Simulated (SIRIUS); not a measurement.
**Cu: changing the functional**

Symmetry: Fm-3m, No. 225, cubic system. The conventional cell has a = 3.615 Å, b = 3.615 Å, c = 3.615 Å, α = 90.00°, β = 90.00°, γ = 90.00°. Cu (site symmetry m-3m) is surrounded by 12 Cu at 2.56 Å.

Kept alike: task single point; k mesh 13 × 13 × 13; occupations fermi-dirac, width 0.05 eV; no spin polarisation. Program: SIRIUS, PseudoDojo 0.4.1 PBE standard (scalar relativistic), cutoff 1254 eV. The mesh is that of the run's cell of 1 atom. No spin-orbit coupling.

| functional | pressure (GPa) |
| --- | --- |
| AM05 | -8.00 |
| BLYP | 8.49 |
| LDA | -15.31 |
| LDA-PZ | -15.24 |
| PBE | 1.46 |
| PBEsol | -7.36 |
| PW91 | 0.95 |
| RGE2 | -3.51 |
| RPBE | 7.26 |
| SOGGA11 | 4.90 |
| revPBE | 5.70 |

Pressure is positive in compression; the values hold the error of the finite cutoff, so their zero can differ a little from the energy's minimum. For a metal such a mesh leaves the last digits unconverged. All rows use potentials made for PBE.

Problem. What does the functional change here?

Solution. The pressure runs from -15.31 (LDA) to 8.49 GPa (BLYP). From PBE: AM05 -9.46; BLYP +7.03; LDA -16.77; LDA-PZ -16.70; PBEsol -8.82; PW91 -0.51; RGE2 -4.97; RPBE +5.80; SOGGA11 +3.44; revPBE +4.24. A positive pressure means that the functional's own cell is larger than the one given, a negative one that it is smaller.
